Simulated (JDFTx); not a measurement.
# Mg under changes of volume

One of the cells (23.237 Å³/atom); the others are scaled copies at fixed shape and fractional positions:

```
Mg
1.0
     3.20930    0.00000    0.00000
    -1.60465    2.77934    0.00000
     0.00000    0.00000    5.21030
Mg
2
Cartesian
  1.6047 0.9264 3.9077
  0.0000 1.8529 1.3026
```

* Program: JDFTx 1.7.0 (patched build)
* Functional: RPBE
* Potentials or basis: PseudoDojo-SR-PBE-0.5-standard
* Cutoff: 1143 eV
* Density cutoff: 9143 eV
* k mesh: 10 × 10 × 5
* Occupations: fermi-dirac, width 0.05 eV
* Spin: no spin polarisation

```tsv
volume (Å³/atom)	energy over the lowest point (meV/atom)	pressure (GPa)
21.843	?	?
22.308	9.95	2.4
22.772	4.35	1.5
23.237	1.11	0.7
23.702	0.00	0.0
24.167	0.82	-0.6
24.631	3.38	-1.2
```

Task: What does the run at 21.843 Å³/atom give?

Result: Energy over the lowest point 18.15 meV/atom; pressure 3.3 GPa.

Worked out: A Birch-Murnaghan fit of order 3 (a polynomial in V^(-2/3)) to the other rows has its minimum at 23.73 Å³/atom with B0 = V·E''(V) = 34 GPa and B' = 4.2 at fixed shape and positions, which overstates the stiffness. It gives 18.18 meV/atom at 21.843 Å³/atom, against the run's 18.15, and -dE/dV = 3.3 GPa, against 3.3.

Energies are extrapolated to zero smearing.

Caveats: the potentials were made for another functional, which shifts forces and pressure.
